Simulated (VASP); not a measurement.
The system is TiSi2.

```xyz
6
Lattice="0.0000 4.1175 4.2629 2.3895 0.0000 4.2629 2.3895 4.1175 0.0000" Properties=species:S:1:pos:R:3 pbc="T T T"
Ti    3.5843    6.1763    6.3943
Ti    2.3895    4.1175    4.2629
Si    1.1948    3.3975    2.1314
Si    1.1948    0.7200    2.1314
Si    2.3895    1.3387    4.2629
Si    2.3895    6.8963    4.2629
```

The cell is a database's computed one.

| Quantity | Value |
| --- | --- |
| Program | VASP 6.6.1 |
| Task | relaxation of cell and atoms |
| Functional | BLYP |
| Potentials or basis | VASP PAW PBE potentials, release 64 (Ti_sv, Si) |
| Cutoff | 600 eV |
| k mesh | 5 × 5 × 5 |
| Occupations | fermi-dirac, width 0.05 eV |
| Spin | no spin polarisation |

At the start: pressure 9.4 GPa; volume 13.98 Å³/atom.

Task: Where does the relaxation end?

Result: Over 9 steps the energy falls by 28.2 meV/atom and the volume is 15.00 Å³/atom (+7.3 %); space group Fddd (No. 70, to 0.05 Å).

Step by step:
```tsv
step	energy change (eV)	largest force (eV/Å)	pressure (GPa)	volume (Å³)
1	0.0000	0.0343	9.37	83.88
2	-0.0896	0.0702	-5.08	94.20
3	-0.1626	0.0583	-0.02	89.82
4	-0.1684	0.0394	0.00	90.02
5	-0.1684	0.0381	0.01	90.03
6	-0.1687	0.0308	-0.03	90.04
7	-0.1690	0.0095	-0.04	90.08
8	-0.1692	0.0047	0.00	90.04
9	-0.1692	0.0009	0.04	90.01
```

Final structure:
```xyz
6
Lattice="0.0000 4.2419 4.3390 2.4450 0.0000 4.3390 2.4450 4.2419 0.0000" Properties=species:S:1:pos:R:3 pbc="T T T"
Ti    3.6675    6.3629    6.5086
Ti    2.4450    4.2419    4.3390
Si    1.2225    3.4860    2.1695
Si    1.2225    0.7560    2.1695
Si    2.4450    1.3650    4.3390
Si    2.4450    7.1189    4.3390
```

Caveat: the PAW data sets were made with another functional, which shifts forces and pressure a little.
